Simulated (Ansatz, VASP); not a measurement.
# GeS in VASP and in Ansatz

```xyz
8
Lattice="10.4400 0.0000 0.0000 0.0000 3.6500 0.0000 0.0000 0.0000 4.3000" Properties=species:S:1:pos:R:3 pbc="T T T"
Ge    1.2632    0.9125    0.4558
Ge    9.1768    2.7375    3.8442
Ge    3.9568    2.7375    2.6058
Ge    6.4832    0.9125    1.6942
S     8.8949    0.9125    2.1629
S     1.5451    2.7375    2.1371
S     6.7651    2.7375    0.0129
S     3.6749    0.9125    4.2871
```

Alike in both runs: task single point; functional PBEsol; k mesh 2 × 6 × 4; occupations gaussian, width 0.1 eV; no spin polarisation.

|  | VASP | Ansatz |
| --- | --- | --- |
| version | VASP 6.6.1 | Ansatz 0.2.0 |
| potentials or method | VASP PAW PBE potentials, release 64 (Ge_d, S) | scalar-relativistic, plane waves, PAW |
| plane-wave cutoff (eV) | 520 | 420 |
| valence electrons in the cell | 80 | 80 |

VASP gave:

| Quantity | Value |
| --- | --- |
| gap on the k mesh at the Fermi level (eV) | 0.92 |
| least direct gap on the mesh (eV) | 0.96 |
| pressure (GPa) | -2.9 |
| largest component of the traceless stress (GPa) | 1.37 |
| rms of the force components (eV/Å) | 0.231 |

Task: What did Ansatz give for the same quantities?

Result: gap on the k mesh at the Fermi level (eV): 0.91; least direct gap on the mesh (eV): 0.96; pressure (GPa): -2.8; largest component of the traceless stress (GPa): 1.41; rms of the force components (eV/Å): 0.233.

Atom by atom the forces differ by 0.002 eV/Å (rms over components). The functional is the same, so the differences come from potentials, cutoffs and numerics.

Caveats: the PAW data sets were made with another functional, which shifts forces and pressure a little (VASP). A k mesh can miss the band edges.
